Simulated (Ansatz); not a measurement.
The parent structure is GeO$_{2}$ in the rutile structure (space group P4_2/mnm, No. 136; a = 4.4105 Å, c = 2.8702 Å).

Method: r2SCAN (Ansatz, a quantum-chemistry and plane-wave program, PAW, no spin-orbit coupling).

For the base:

The band gap is 2.51 eV. The shortest interatomic distance comes out as 1.877 Å.

Now apply this change: a hydrostatic pressure of 45 GPa.

**Question.** Estimate the effect on the band gap.

**Answer.** The band gap increases by 1.94 eV, from 2.51 eV to 4.45 eV.

**Question.** Estimate the effect on the shortest interatomic distance.

**Answer.** The shortest interatomic distance decreases by 0.082 Å, from 1.877 Å to 1.795 Å.

Load acts through the strain it causes; cell and atoms are relaxed under it. Whether these cells are dynamically stable was not tested. Competing high-pressure phases were not computed.
